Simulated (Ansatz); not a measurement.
## ZrGe (model cell, started as wurtzite): the cell at rest: relaxation

Ansatz 0.2.0; DFT PBE, scalar-relativistic, plane waves, PAW.

The structure was built from a prototype and need not be the compound's stable phase.

Symmetry: P6_3/mmc, No. 194, hexagonal system. Conventional cell: a = 4.670 Å, b = 4.670 Å, c = 5.383 Å, α = 90.00°, β = 90.00°, γ = 120.00°. Nearest to Zr lie 5 Ge at 2.69 to 2.70 Å. Nearest to Ge lie 5 Zr at 2.69 to 2.70 Å. Farther neighbours are not listed.

Step by step:

```csv
step,energy less that of the first step (eV),largest force component (eV/Å),pressure (GPa),volume (Å³)
1,0.0000,0.0031,0.20,101.69
2,-0.0001,0.0015,-0.18,102.24
3,-0.0003,0.0001,0.00,101.98
4*,-0.0004,0.0001,0.00,101.98
```

Relaxation steps marked * repeat the geometry before them on a plane-wave basis chosen anew for their cell, so energy and pressure can jump there.

The run keeps the 12 symmetry operations that it works with, so distortions that break them were not tested.

```csv
"conventional cell, symmetrised",before,after,change
a (Å),4.670,4.678,+0.2 %
b (Å),4.670,4.678,+0.2 %
c (Å),5.383,5.380,-0.0 %
volume (Å³/atom),25.42,25.50,+0.3 %
```

The relaxed structure:

```xyz
4
Lattice="4.6783 0.0000 0.0000 -2.3392 4.0515 0.0000 0.0000 0.0000 5.3805" Properties=species:S:1:pos:R:3 pbc="T T T"
Zr    0.0000    2.7010   -0.3363
Zr    2.3392    1.3505    2.3540
Ge    0.0000    2.7010    2.3540
Ge    2.3392    1.3505    5.0442
```

Numbers from this step:

- pressure: -4.47e-4 GPa
- volume per atom: 25.50 Å³

Valence density in the ac plane at fractional y = 0.333, with atoms of Zr and Ge within 0.2 Å of it. It is the smooth field of the valence electrons, not physical close to the nuclei.

Values in e/Å³, 16 rows by 14 columns, each cell a mean:
```
 0  0  0  0  0  0  0  1 14 42 20  2  1  0
 0  0  0  0  0  0  0  1  8 23 12  2  0  0
 0  0  0  0  0  0  0  1  2  3  2  1  0  0
 0  0  0  0  0  0  0  0  0  1  0  0  0  0
 0  0  0  0  0  0  0  0  0  0  0  0  0  0
 0  0  0  0  0  0  0  0  0  1  0  0  0  0
 0  0  0  0  0  0  0  1  1  2  2  1  0  0
 0  0  0  0  0  0  0  1  3  4  4  2  1  0
 0  0  0  0  0  0  0  2  4  3  4  3  1  0
 0  0  0  0  0  0  0  2  4  4  4  2  1  0
 0  0  0  0  0  0  0  1  2  3  2  1  0  0
 0  0  0  0  0  0  0  0  1  1  1  0  0  0
 0  0  0  0  0  0  0  0  0  0  0  0  0  0
 0  0  0  0  0  0  0  0  0  0  0  0  0  0
 0  0  0  0  0  0  0  0  1  1  1  0  0  0
 0  0  0  0  0  0  0  1  4  9  5  1  0  0
```
Columns run along a (4.7 Å), rows up along c (5.4 Å). Atoms in or near the plane, at fractional coordinates: Zr at (0.67, 0.44), Ge at (0.67, 0.94).

Electrostatic potential energy in the ac plane at fractional y = 0.333, with atoms of Zr and Ge within 0.2 Å of it. With pseudopotentials it is smooth inside the atoms' cores, unlike the true potential.

Values in eV, 16 rows by 14 columns, each cell a mean:
```
  9   7   7   7   9   9   3 -16 -29 -37 -32 -19  -2   8
  9   8   7   8   9   9   5 -13 -26 -32 -28 -16   0   9
 10   9   9   9  10  10   8  -3 -16 -21 -18  -6   6  10
 12  11  11  11  12  12  11   7   1  -2   0   6  10  12
 12  12  12  12  12  12  11   9   6   5   6   8  11  12
 12  13  13  13  12  11   9   5   1  -1   0   5   8  11
 11  12  12  12  12  10   5  -5 -19 -28 -22  -8   3   9
 10  11  11  11  11   8   0 -22 -48 -56 -52 -28  -4   6
 10  11  11  11  10   7  -3 -33 -56 -58 -58 -39  -9   5
 10  11  11  11  10   7  -1 -28 -54 -58 -57 -35  -7   5
 11  12  12  12  11   9   3 -11 -31 -41 -35 -15   0   8
 12  12  13  13  12  11   8   2  -5 -10  -7   1   6  10
 13  13  13  13  13  12  11   8   6   4   5   8  10  12
 12  12  11  12  12  12  11   8   5   2   4   8  11  12
 11  10  10  10  11  11   9   2  -9 -14 -11   0   8  11
 10   8   8   8   9  10   6 -10 -22 -27 -24 -13   3   9
```
Columns run along a (4.7 Å; values clipped at the 3rd and 97th percentile), rows up along c (5.4 Å). Atoms in or near the plane, at fractional coordinates: Zr at (0.67, 0.44), Ge at (0.67, 0.94).

ELF in the ac plane at fractional y = 0.333, with atoms of Zr and Ge within 0.2 Å of it. It is the smooth field of the valence electrons, not physical close to the nuclei.

Ten even steps from '_' (0.02) to '@' (0.78), each cell a mean:
```
--..____::****--______--**##
--______::****==..____--**##
--______::**##++--::--++####
--..__..--++####******####**
--::::::--==++++++++++++++==
==++++++==--::::--==--::::--
++******++::..--##@@%%==....
++######++::::%%@@%%@@%%--..
++######**::--@@##::++@@++::
++######**::--@@%%++##@@==::
++**####++::..++@@@@@@**::..
==++**++==--..::==**++::..::
==------====------==------==
--......--++####******####**
--..____::**##**++====**####
--______::**##==::__..==**##
```
Columns run along a (4.7 Å), rows up along c (5.4 Å). Atoms in or near the plane, at fractional coordinates: Zr at (0.67, 0.44), Ge at (0.67, 0.94).

Q: Write an input that reproduces this.

The system, level and task follow from the heading and the kind of results. Meshes, cutoffs and thresholds can't be read from the results; these are the ones that the run used.

input.yaml

```yaml
crystal:
  lattice:
    - [4.6703698548, 0.0, 0.0]
    - [-2.3351849274, 4.0446589393, 0.0]
    - [0.0, 0.0, 5.3830718256]
  atoms:
    - { symbol: Zr, position: [0.3333333333, 0.6666666667, -0.06246278] }
    - { symbol: Zr, position: [0.6666666667, 0.3333333333, 0.43753722] }
    - { symbol: Ge, position: [0.3333333333, 0.6666666667, 0.43746278] }
    - { symbol: Ge, position: [0.6666666667, 0.3333333333, 0.93746278] }
kpoints:
  mp_grid: { grid: [9, 9, 8] }
hamiltonian:
  xc: pbe
scf:
  occupations: { method: gaussian, width: 0.1 }
output:
  forces: true
  stress: true
  eigenvalues: true
  write_density: true
  write_potential: true
  elf: true
  volumetric_format: npy
relax:
  adjacent_minimum: "off"
  f_tol: 0.005
  max_steps: 80
  cell: { stress_tol: 0.05 }
```

The run is started by

```
> ansatz run input.yaml --threads 4 --pin off --max-ram 7168MiB --backend cpu --events-out ev --progress --plain --runs-dir out
```

[Logs are printed without paths, hosts, clocks, repeated set-up lines and the standing remarks that a program may print on its own settings, such as how far it seeks lower states.]

[Hosts, paths, dates, database ids (printed as entryN), source tags and the programs' standing remarks are cut or masked in the printed files.]
